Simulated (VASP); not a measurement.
Ni, 1 atom in the cell. It takes space group Im-3m (No. 229, cubic). Conventional cell: a = 2.931 Å, b = 2.931 Å, c = 2.931 Å, α = 90.00°, β = 90.00°, γ = 90.00°. Ni (site symmetry m-3m) is surrounded by 8 Ni at 2.54 Å. This isn't the form of Ni at room conditions, which is fcc.

* Program: VASP 6.6.1
* Task: single point
* Functional: RPBE
* Potentials or basis: VASP PAW PBE potentials, release 64 (Ni)
* Cutoff: 520 eV
* k mesh: 18 × 18 × 18
* Occupations: fermi-dirac, width 0.1 eV
* Spin: no spin polarisation
* Dipole correction: no
* Further INCAR settings: ALGO = Fast; EDIFF = 1e-06; NBANDS = 11

Potentials or basis: VASP PAW PBE potentials, release 64 (Ni).

Run with:

```bash
$ cat potpaw_PBE.64/Ni/POTCAR > POTCAR
$ mpirun -np 1 vasp_std > vasp.out
```

Hardware: 1 thread of AMD EPYC 9R45 96-Core Processor (Zen 5), on a shared host.

Task: Estimate the wall time of this run.

Result: Run time: 17 s on 1 thread of AMD EPYC 9R45 96-Core Processor (Zen 5), with other jobs on the host, peak memory 0.11 GiB. Counts: scf iterations 13, k points 195.
